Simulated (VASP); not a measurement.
Here is a VASP 6.6.1 calculation.

File INCAR:

```
SYSTEM = PbSe
ALGO = Fast
EDIFF = 1E-7
ENCUT = 520
GGA = PE
ISIF = 2
ISMEAR = 0
LASPH = .True.
LCHARG = .True.
LELF = .True.
LREAL = .False.
LVHAR = .True.
LWAVE = .False.
NBANDS = 28
NELM = 100
PREC = Accurate
SIGMA = 0.05
```

KPOINTS

```
k-points
0
Gamma
  6 6 6
  0 0 0
```

POSCAR

```
PbSe
1.0
    0.0000000000     12.0007990000      3.1254420000
    3.1181510000      0.0000000000      3.1254420000
    3.1181510000     12.0007990000      0.0000000000
Pb Se
2 2
Direct
    0.1667333941      0.7812703941      0.2187296059
    0.7812703941      0.1667333941      0.8332666059
    0.6744230000      0.2955810000      0.7044190000
    0.2955810000      0.6744230000      0.3255770000
```

Potentials or basis: VASP PAW PBE potentials, release 64 (Pb_d, Se).

Launch:

```bash
$ cat potpaw_PBE.64/Pb_d/POTCAR potpaw_PBE.64/Se/POTCAR > POTCAR
$ mpirun -np 1 vasp_std > vasp.out
```

**Question.** Estimate the band gap on the k mesh.

**Answer.** 1.68 eV, direct.

**Question.** Predict the pressure.

**Answer.** -0.1 GPa.

**Question.** Estimate the largest force.

**Answer.** 0.019 eV/Å.

Forces on the atoms (eV/Å):
```
Pb   0.000 -0.010  0.015
Pb   0.000  0.010  0.015
Se   0.000  0.011 -0.015
Se   0.000 -0.011 -0.015
```

Caveat: spin-orbit coupling is left out, which as a rule narrows the gap of such compounds by several tenths of an eV. A k mesh can miss the band edges.
